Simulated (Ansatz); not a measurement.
System: CdO (rock salt type), 2 atoms in the cell.

```xyz
2
Lattice="0.0000 2.3900 2.3900 2.3900 0.0000 2.3900 2.3900 2.3900 0.0000" Properties=species:S:1:pos:R:3 pbc="T T T"
Cd    0.0000    0.0000    0.0000
O     2.3900    2.3900    2.3900
```

These are results of HSE06, plane waves, all-electron PAW datasets generated for the crystal, point nucleus (Ansatz), not measurements.

Cutoff 360 eV; exchange singularity: regularized; k-mesh 6×6×6 Γ-centred; Fermi–Dirac smearing of 0.02 eV; no spin polarisation.

How large is the gap on this mesh, is it direct, and where do the band edges lie (fractions of the reciprocal vectors of this cell)?

0.78 eV, indirect from (0.000, 0.000, -0.500) to (0.000, 0.000, 0.000); the smallest direct gap is 1.96 eV.

List the levels near the gap at (0.000, 0.000, 0.000), (0.000, 0.000, 0.333), (0.000, 0.000, -0.500), (0.000, 0.333, 0.333), (0.000, 0.333, -0.333), in eV from the top of the valence band (v1 is the highest filled band, c1 the lowest empty one).


| k | v4 | v3 | v2 | v1 | c1 |
| --- | --- | --- | --- | --- | --- |
| (0.000, 0.000, 0.000) | -7.27 | -1.19 | -1.19 | -1.19 | 0.78 |
| (0.000, 0.000, 0.333) | -7.13 | -3.75 | -0.29 | -0.29 | 4.88 |
| (0.000, 0.000, -0.500) | -7.02 | -3.97 | 0.00 | 0.00 | 5.82 |
| (0.000, 0.333, 0.333) | -7.10 | -3.25 | -1.82 | -1.82 | 5.62 |
| (0.000, 0.333, -0.333) | -6.94 | -3.10 | -2.93 | -0.74 | 7.81 |

A gap read on the mesh is an upper bound of this method's gap, since the mesh can miss a band edge. Spin–orbit coupling is left out; with heavy elements it can shift the gap and split levels by tenths of an eV.
